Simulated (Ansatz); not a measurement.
**H started midway between two neighbours in corundum Al2O3, 121 atoms, charge +1**

All numbers come from Ansatz (PAW, plane waves, no spin–orbit coupling) at the single k point (¼, ¼, ¼) without its symmetry partners. The atoms were relaxed with PBEsol in a fixed cell; other functionals are single points on those atoms unless said otherwise. The valence top and gap of the host come from its small cell on a dense mesh, with the band extrema sought between the mesh points, lined up by the mean potential, PBEsol gap 6.03 eV, HSE06 (atoms relaxed with HSE06) gap 7.99 eV. The charge correction uses an assumed dielectric constant of 10.

Cell: a = 9.548 Å, b = 9.548 Å, c = 13.014 Å, α = 90.00°, β = 90.00°, γ = 120.00°.

Nearest atoms after relaxation, from the placed atom (for vacancies from the middle of the vacant sites): O at 1.02 Å, O at 1.67 Å, Al at 2.02 Å, Al at 2.12 Å, O at 2.16 Å, O at 2.29 Å, Al at 2.33 Å, Al at 2.42 Å.

Chemical potentials μ are those of reference phases of the elements at zero temperature by the same functional (the usual solids, diamond for C, grey Sn, and the molecules H2, N2, O2, F2, Cl2, Br2 and S8).

| functional | E(defect) − E(host) − Σ nμ + q·E_VBM (eV) | monopole (eV) | alignment (eV) | formation energy at E_F = VBM (eV) | moment (μB) | wall time, shared host |
| --- | --- | --- | --- | --- | --- | --- |
| PBEsol | -1.62 | 0.19 | 0.00 | -1.43 | 0 (no spin) | 13 s on NVIDIA GB200 (relaxation) |

Task: Estimate the formation energy and moment that HSE06 (atoms relaxed with HSE06) gives on these atoms.

Result: -2.37 eV at E_F = VBM (-2.56 eV before the monopole term 0.19 eV and the alignment 0.00 eV), moment 0 (no spin).

HSE06 (atoms relaxed with HSE06) one-electron levels near the gap (the ten most localised at most), from the host's valence top, not corrected for the charge's images:

```csv
level (eV),spin,filling,atoms sharing it,element of the atom with most weight
-0.24,both,2.00,57.4,spread
-0.23,both,2.00,71.6,spread
-0.21,both,2.00,59.3,spread
-0.15,both,2.00,65.1,spread
-0.15,both,2.00,65.9,spread
-0.13,both,2.00,69.2,spread
-0.05,both,2.00,66.0,spread
```

All elements are taken at their own reference at once; growth conditions in equilibrium with the host shift these energies, by up to the host's formation enthalpy.

One k point and a cell of this size can leave errors of several tenths of an eV in such numbers.
